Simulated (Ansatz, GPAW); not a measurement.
InAs: 3 runs at one level of theory

```
In As
1.0
     0.00000    3.01800    3.01800
     3.01800    0.00000    3.01800
     3.01800    3.01800    0.00000
In As
1 1
Direct
  0.00000 0.00000 0.00000
  0.75000 0.75000 0.75000
```

Alike in all runs: task band structure; functional BLYP; k mesh 8 × 8 × 8; occupations fermi-dirac, width 0.05 eV; no spin polarisation; no spin-orbit coupling. Pressure is positive in compression and, in plane waves, holds the error of the finite cutoff, which Ansatz's Pulay term estimates and takes out.

| program and potentials | plane-wave cutoff (eV) | notes | pressure (GPa) |
| --- | --- | --- | --- |
| Ansatz, Ansatz PAW | 420 | potentials made for PBE, which Ansatz adapts in part; 14 valence electrons an atom on average; Pulay term of +0.03 GPa included | 7.46 |
| GPAW, PAW data sets generated for this functional | 600 | 9 valence electrons an atom on average | 7.20 |
| Ansatz, all-electron LAPW, scalar-relativistic | - | - | ? |

Task: Estimate from the other rows what the run with Ansatz, all-electron LAPW, scalar-relativistic gave.

Result: Pressure 7.47 GPa. The other rows, which needn't bracket it: pressure 7.20 to 7.46.
